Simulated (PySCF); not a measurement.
An unknown gives this computed stick spectrum. Theory: TDDFT B3LYP/def2-SVPD, vertical, gas phase, core orbitals frozen in the response in PySCF 2.14.0, density-fitted response routines. Geometries: PBE0-D3(BJ)/def2-SVP, one conformer each. Ions are computed without counter-ions or solvent.

```json
{"state": "S1", "E (eV)": "6.83", "f": "0.342", "main configurations (H = HOMO, L = LUMO)": "H→L (96%)"}
{"state": "S2", "E (eV)": "7.05", "f": "0.0001", "main configurations (H = HOMO, L = LUMO)": "H-1→L (95%)"}
{"state": "S3", "E (eV)": "7.93", "f": "0.026", "main configurations (H = HOMO, L = LUMO)": "H-2→L (86%), H-5→L (8%)"}
{"state": "S4", "E (eV)": "8.20", "f": "0.0035", "main configurations (H = HOMO, L = LUMO)": "H-4→L (88%)"}
{"state": "S5", "E (eV)": "8.33", "f": "0.0008", "main configurations (H = HOMO, L = LUMO)": "H-5→L (91%), H-2→L (9%)"}
{"state": "S6", "E (eV)": "8.44", "f": "0.169", "main configurations (H = HOMO, L = LUMO)": "H-3→L (90%)"}
{"state": "S7", "E (eV)": "8.58", "f": "0.0072", "main configurations (H = HOMO, L = LUMO)": "H-7→L (71%), H-6→L (16%)"}
{"state": "S8", "E (eV)": "8.59", "f": "0.037", "main configurations (H = HOMO, L = LUMO)": "H→L+1 (92%)"}
{"state": "S9", "E (eV)": "8.75", "f": "0.0062", "main configurations (H = HOMO, L = LUMO)": "H-6→L (82%), H-7→L (17%)"}
{"state": "S10", "E (eV)": "9.56", "f": "0.0025", "main configurations (H = HOMO, L = LUMO)": "H-8→L (97%)"}
```

Triplets computed (Tamm–Dancoff): 4.62, 6.71, 7.63, 7.80 eV.

Question: Which candidate is it? All have the formula [C5H12N]+.
A. `CC[NH+]1CCC1`
B. `CC(=[N+](C)C)C`
C. `C1CC[NH2+]CC1`

Answer: B. Its S1, at 6.83 eV, is the lowest among the candidates; the nearest of the others has S1 at 8.06 eV. S1 is HOMO→LUMO (96%). Löwdin shares by element: HOMO nitrogen 35%, carbon 30% or more (atoms not listed hold the other 35%); LUMO carbon 54% or more, nitrogen 26% (atoms not listed hold the other 20%). At the same level the other candidates give, for their lowest levels:
- `C1CC[NH2+]CC1`: 8.06 eV (f 0.010); 8.13 eV (f 0.000); 8.14 eV (f 0.008); 9.02 eV (f 0.007); 9.04 eV (f 0.086); T1 7.96 eV; HOMO -13.58, LUMO -4.73 eV
- `CC[NH+]1CCC1`: 8.78 eV (f 0.003); 8.86 eV (f 0.009); 9.06 eV (f 0.011); 9.27 eV (f 0.018); 9.59 eV (f 0.014); T1 8.61 eV; HOMO -14.31, LUMO -4.52 eV
